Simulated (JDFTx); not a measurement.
Crystal: BaS.

```
Ba S
1.0
     0.00000    3.19375    3.19375
     3.19375    0.00000    3.19375
     3.19375    3.19375    0.00000
Ba S
1 1
Cartesian
  0.0000 0.0000 0.0000
  3.1938 3.1938 3.1938
```

Program: JDFTx 1.7.0 (patched build). Alike in all runs: task single point; no spin polarisation; cell as given; k mesh 7 × 7 × 7; cutoff (eV) 707; smearing fermi-dirac 0.05 eV.

Question: Order these runs on this cell by their pressure, lowest first.
A. level PBEsol; potentials or basis PseudoDojo-SR-PBEsol-0.4.1-standard with smoothed tails
B. level BLYP; potentials or basis PseudoDojo-SR-PBE-0.5-standard with smoothed tails
C. level PBE; potentials or basis PseudoDojo-SR-PBE-0.5-standard with smoothed tails

Answer: A (-0.9 GPa), C (0.8 GPa), B (3.1 GPa).

Caveats: this release of the barium file is off (some runs); the potentials were made for another functional, which shifts forces and pressure (some runs).
